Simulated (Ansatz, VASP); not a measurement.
**BiSb: VASP beside Ansatz**

Aim: how closely do two programs agree when they are given the same cell, functional and k mesh? The cell is generated by rule, not measured, and may not be a known phase. The cell is taken from a series of runs on this material, whose earlier steps may have relaxed, scaled, displaced or heated it; both programs get it as it stands.

Main program and level: Ansatz 0.2.0; plane waves, with VASP 6.6.1 beside it; zone-centre phonons at PBE.

The structure was built from a prototype and need not be the compound's stable phase.

**1. Set-up**

The structure is cubic, space group F-43m (No. 216). Conventional cell: a = 7.142 Å, b = 7.142 Å, c = 7.142 Å, α = 90.00°, β = 90.00°, γ = 90.00°. Nearest to Bi lie 4 Sb at 3.09 Å. Nearest to Sb lie 4 Bi at 3.09 Å. Farther neighbours are not listed.

Coordinates:

```xyz
2
Lattice="0.0000 3.5712 3.5712 3.5712 0.0000 3.5712 3.5712 3.5712 0.0000" Properties=species:S:1:pos:R:3 pbc="T T T"
Bi    0.0000    0.0000    0.0000
Sb    1.7856    1.7856    1.7856
```

**2. VASP: zone-centre phonons, PBE**

Second derivatives magnify differences that forces hide, and they need a tight electronic threshold.

Lines of VASP's logs that name or quote its potential files are left out, and so is its time.

Input file INCAR:

```
SYSTEM = BiSb
PREC = Accurate
ENCUT = 500
EDIFF = 1E-08
NELM = 120
ISMEAR = 1
SIGMA = 0.15
LREAL = .FALSE.
ALGO = Normal
GGA = PE
NBANDS = 16
LORBIT = 11
LWAVE = .FALSE.
LCHARG = .FALSE.
ISIF = 2
IBRION = 8
LASPH = .TRUE.
GGA_COMPAT = .FALSE.
KPAR = 2
```

Input file POSCAR:

```
BiSb
1.0
    0.0000000000      3.5712225035      3.5712225035
    3.5712225035      0.0000000000      3.5712225035
    3.5712225035      3.5712225035      0.0000000000
Bi Sb
1 1
Direct
    0.0000000000      0.0000000000      0.0000000000
    0.2500000000      0.2500000000      0.2500000000
```

Input file KPOINTS:

```
Automatic mesh
0
Gamma
10 10 10
0 0 0
```

The projector-augmented-wave data sets are Bi_d and Sb (PBE family, release 64).

Launch:

```bash
$ mpirun -np 2 vasp_std
```

Numbers of over 12 decimals in the logs are rounded to 6 here.

Log:

```text
[banner, memory and clock lines left out]
running    2 mpi-ranks, on    1 nodes
 distrk:  each k-point on    1 cores,    2 groups
 distr:  one band on    1 cores,    1 groups

 POSCAR found type information on POSCAR BiSb
 POSCAR found :  2 types and       2 ions
 LDA part: xc-table for (Slater+PW92), standard interpolation
 POSCAR, INCAR and KPOINTS ok, starting setup
 FFT: planning ... GRIDC
 FFT: planning ... GRID_SOFT
 FFT: planning ... GRID
 WAVECAR not read
 entering main loop
       N       E                     dE             d eps       ncg     rms          rms(c)
DAV:   1     0.141516603804E+03    0.14152E+03   -0.91099E+03  1504   0.109E+03
DAV:   2     0.160104440286E+01   -0.13992E+03   -0.13805E+03  1760   0.295E+02
DAV:   3    -0.740481835717E+01   -0.90059E+01   -0.89400E+01  1848   0.845E+01
DAV:   4    -0.761902280757E+01   -0.21420E+00   -0.21418E+00  1912   0.155E+01
DAV:   5    -0.762797758992E+01   -0.89548E-02   -0.89547E-02  2112   0.270E+00    0.198E+00
DAV:   6    -0.757895173473E+01    0.49026E-01   -0.17603E-01  1880   0.206E+00    0.107E+00
DAV:   7    -0.757566840996E+01    0.32833E-02   -0.21321E-02  1696   0.759E-01    0.639E-01
DAV:   8    -0.757517618899E+01    0.49222E-03   -0.68267E-03  1832   0.469E-01    0.632E-02
DAV:   9    -0.757518269709E+01   -0.65081E-05   -0.66871E-04  1776   0.160E-01    0.313E-02
DAV:  10    -0.757532405366E+01   -0.14136E-03   -0.22375E-04  1648   0.697E-02    0.729E-03
DAV:  11    -0.757532854064E+01   -0.44870E-05   -0.13167E-05  2048   0.298E-02    0.449E-03
DAV:  12    -0.757533208055E+01   -0.35399E-05   -0.65489E-06  1560   0.131E-02    0.117E-03
DAV:  13    -0.757533224728E+01   -0.16673E-06   -0.49278E-07  2104   0.621E-03    0.590E-04
DAV:  14    -0.757533234356E+01   -0.96281E-07   -0.43995E-08  1544   0.136E-03    0.276E-04
DAV:  15    -0.757533237496E+01   -0.31393E-07   -0.10559E-08  1656   0.517E-04    0.109E-04
DAV:  16    -0.757533236944E+01    0.55138E-08   -0.35476E-10  1040   0.152E-04
   1 F= -.75753324E+01 E0= -.75751412E+01  d E =-.573402E-03
 Linear response reoptimize wavefunctions to high precision
DAV:   1    -0.757533236688E+01    0.25598E-08   -0.17143E-10  1512   0.976E-05
DAV:   2    -0.757533236688E+01    0.40927E-11   -0.23169E-11   832   0.468E-05
 Linear response DOF=           2
 Linear response progress:
  Degree of freedom:   1/  2
       N       E                     dE             d eps       ncg     rms          rms(c)
RMM:   1    -0.331924024365E+00   -0.33192E+00    0.18714E-01  6862   0.941E+00
RMM:   2    -0.340368625174E+00   -0.84446E-02   -0.17343E-02  9080   0.105E+00    0.314E-02
RMM:   3    -0.340393641414E+00   -0.25016E-04   -0.12418E-03 10612   0.303E-01    0.208E-02
RMM:   4    -0.340227754318E+00    0.16589E-03   -0.86104E-05 10569   0.862E-02    0.430E-03
RMM:   5    -0.340239732640E+00   -0.11978E-04   -0.42046E-06 11225   0.294E-02    0.230E-03
RMM:   6    -0.340254084675E+00   -0.14352E-04   -0.40802E-06 10237   0.116E-02    0.805E-04
RMM:   7    -0.340259104203E+00   -0.50195E-05   -0.14846E-06 11047   0.422E-03    0.387E-04
RMM:   8    -0.340256766740E+00    0.23375E-05   -0.32955E-07 10043   0.156E-03    0.688E-05
RMM:   9    -0.340256669533E+00    0.97206E-07   -0.17170E-07 11186   0.567E-04    0.318E-05
RMM:  10    -0.340256622357E+00    0.47176E-07   -0.19872E-07 10663   0.244E-04    0.817E-06
RMM:  11    -0.340256737254E+00   -0.11490E-06    0.32914E-08 11630   0.110E-04    0.348E-06
RMM:  12    -0.340256716340E+00    0.20914E-07   -0.48721E-08 11044   0.556E-05    0.174E-06
RMM:  13    -0.340256688152E+00    0.28188E-07    0.24050E-08 11550   0.295E-05    0.889E-07
RMM:  14    -0.340256679412E+00    0.87402E-08   -0.25872E-08 10039   0.160E-05    0.701E-07
 first order change of Fermi-energy   0.97464E-03
 force on displaced ion       1 direction 1 :  -3.820   0.000   0.000
 Linear response progress:
  Degree of freedom:   2/  2
       N       E                     dE             d eps       ncg     rms          rms(c)
RMM:   1    -0.283576140069E-01   -0.28358E-01    0.26239E-02 10540   0.990E-01
RMM:   2    -0.270945399377E-01    0.12631E-02   -0.19424E-03  9203   0.257E-01    0.318E-02
RMM:   3    -0.271084399005E-01   -0.13900E-04   -0.15429E-04 10619   0.899E-02    0.158E-02
RMM:   4    -0.271215015775E-01   -0.13062E-04   -0.26378E-05 10547   0.353E-02    0.397E-03
RMM:   5    -0.271210223862E-01    0.47919E-06   -0.36503E-06 11348   0.157E-02    0.213E-03
RMM:   6    -0.271152028206E-01    0.58196E-05   -0.79443E-07 10554   0.259E-03    0.796E-04
RMM:   7    -0.271131729419E-01    0.20299E-05   -0.35379E-07 10136   0.854E-04    0.205E-04
RMM:   8    -0.271130433007E-01    0.12964E-06   -0.13289E-07 10949   0.380E-04    0.338E-05
RMM:   9    -0.271132314567E-01   -0.18816E-06   -0.26770E-08 10673   0.134E-04    0.919E-06
RMM:  10    -0.271132435888E-01   -0.12132E-07    0.52637E-09 11696   0.536E-05    0.455E-06
RMM:  11    -0.271132262989E-01    0.17290E-07   -0.46760E-10 10031   0.203E-05    0.133E-06
RMM:  12    -0.271132294014E-01   -0.31024E-08   -0.63597E-09 10519   0.674E-06    0.755E-07
 first order change of Fermi-energy  -0.83721E-03
 force on displaced ion       2 direction 1 :  -3.782  -0.000  -0.000
 Linear response finished
```

OUTCAR, selected parts (step 2):

```text
ion  position               nearest neighbor table
   1  0.000  0.000  0.000-   2 3.09   2 3.09   2 3.09   2 3.09
   2  0.250  0.250  0.250-   1 3.09   1 3.09   1 3.09   1 3.09

  LATTYP: Found a face centered cubic cell.
 ALAT       =     7.1424450070

 Subroutine GETGRP returns: Found 24 space group operations
 (whereof 24 operations were pure point group operations)

The static configuration has the point symmetry T_d .

 Found     47 irreducible k-points:

   k-points           NKPTS =     47   k-points in BZ     NKDIM =     47   number of bands    NBANDS=     16

   dimension x,y,z NGX =    40 NGY =   40 NGZ =   40
   dimension x,y,z NGXF=    80 NGYF=   80 NGZF=   80

   ENCUT  =  500.0 eV  36.75 Ry    6.06 a.u.   9.21  9.21  9.21*2*pi/ulx,y,z

   NELECT =      20.0000    total number of electrons

 k-points in reciprocal lattice and weights: Automatic mesh
   0.00000000  0.00000000  0.00000000       0.001
   0.10000000  0.00000000  0.00000000       0.008
   0.20000000  0.00000000  0.00000000       0.008
   0.30000000  0.00000000  0.00000000       0.008
   0.40000000  0.00000000  0.00000000       0.008
   0.50000000  0.00000000  0.00000000       0.004
   0.10000000  0.10000000  0.00000000       0.006
   0.20000000  0.10000000  0.00000000       0.024
   0.30000000  0.10000000  0.00000000       0.024
[...]
-0.30000000  0.40000000  0.20000000       0.024
  -0.30000000  0.50000000  0.20000000       0.012

 average (electrostatic) potential at core
       1-107.3983       2 -89.0068

  Total       -0.0235826     -0.0235826     -0.0235826     -0.0000000      0.0000000     -0.0000000
  in kB       -0.4147842     -0.4147842     -0.4147842     -0.0000000      0.0000000     -0.0000000
  external PRESSURE =      -0.4147842 kB  Pullay stress =       0.0000000 kB

  energy-cutoff  :      500.00
  volume of cell :       91.09
      direct lattice vectors                 reciprocal lattice vectors
     0.000000000  3.571222504  3.571222504    -0.140008078  0.140008078  0.140008078
     3.571222504  0.000000000  3.571222504     0.140008078 -0.140008078  0.140008078
     3.571222504  3.571222504  0.000000000     0.140008078  0.140008078 -0.140008078

 POSITION                                       TOTAL-FORCE (eV/Angst)
 -----------------------------------------------------------------------------------
      0.00000      0.00000      0.00000        -0.000000     -0.000000     -0.000000
      1.78561      1.78561      1.78561         0.000000      0.000000      0.000000
 -----------------------------------------------------------------------------------
    total drift:                               -0.000000     -0.000000     -0.000000

 Eigenvectors and eigenvalues of the dynamical matrix
 ----------------------------------------------------

   1 f  =    3.472668 THz    21.819416 2PiTHz  115.835736 cm-1    14.361794 meV
             X         Y         Z           dx          dy          dz
      0.000000  0.000000  0.000000     0.550341   -0.259887    0.000000
      1.785611  1.785611  1.785611    -0.717486    0.338818    0.000000

   2 f  =    3.472668 THz    21.819416 2PiTHz  115.835736 cm-1    14.361794 meV
             X         Y         Z           dx          dy          dz
      0.000000  0.000000  0.000000     0.000000    0.000000   -0.608619
      1.785611  1.785611  1.785611     0.000000   -0.000000    0.793463

   3 f  =    3.472668 THz    21.819416 2PiTHz  115.835736 cm-1    14.361794 meV
             X         Y         Z           dx          dy          dz
      0.000000  0.000000  0.000000     0.259887    0.550341   -0.000000
      1.785611  1.785611  1.785611    -0.338818   -0.717486   -0.000000

   4 f/i=    0.008246 THz     0.051811 2PiTHz    0.275058 cm-1     0.034103 meV
             X         Y         Z           dx          dy          dz
      0.000000  0.000000  0.000000     0.080411    0.789378    0.000000
      1.785611  1.785611  1.785611     0.061679    0.605486    0.000000

   5 f/i=    0.008246 THz     0.051811 2PiTHz    0.275058 cm-1     0.034103 meV
             X         Y         Z           dx          dy          dz
      0.000000  0.000000  0.000000    -0.000000    0.000000    0.793463
      1.785611  1.785611  1.785611     0.000000   -0.000000    0.608619

   6 f/i=    0.008246 THz     0.051811 2PiTHz    0.275058 cm-1     0.034103 meV
             X         Y         Z           dx          dy          dz
      0.000000  0.000000  0.000000     0.789378   -0.080411   -0.000000
      1.785611  1.785611  1.785611     0.605486   -0.061679   -0.000000

 ELASTIC MODULI CONTR FROM IONIC RELAXATION (kBar)
 Direction    XX          YY          ZZ          XY          YZ          ZX
 --------------------------------------------------------------------------------
 XX          -0.0000     -0.0000     -0.0000     -0.0000     -0.0000     -0.0000
 YY          -0.0000     -0.0000     -0.0000     -0.0000     -0.0000      0.0000
 ZZ          -0.0000     -0.0000     -0.0000     -0.0000     -0.0000     -0.0000
 XY          -0.0000     -0.0000     -0.0000   -201.5334      0.0000      0.0000
 YZ          -0.0000     -0.0000     -0.0000      0.0000   -201.5334      0.0000
 ZX          -0.0000      0.0000     -0.0000      0.0000      0.0000   -201.5334
 --------------------------------------------------------------------------------
```

Energies printed during the response cycles are not total energies of the cell.

(Part 1 of 2 ends here.)

[Lines on the potential files, build, host, timing and source positions are cut from VASP's logs without a mark.]

[Logs are printed without paths, hosts, clocks, repeated set-up lines and the standing remarks that a program may print on its own settings, such as how far it seeks lower states.]

[Hosts, paths, dates, database ids (printed as entryN), source tags and the programs' standing remarks are cut or masked in the printed files.]
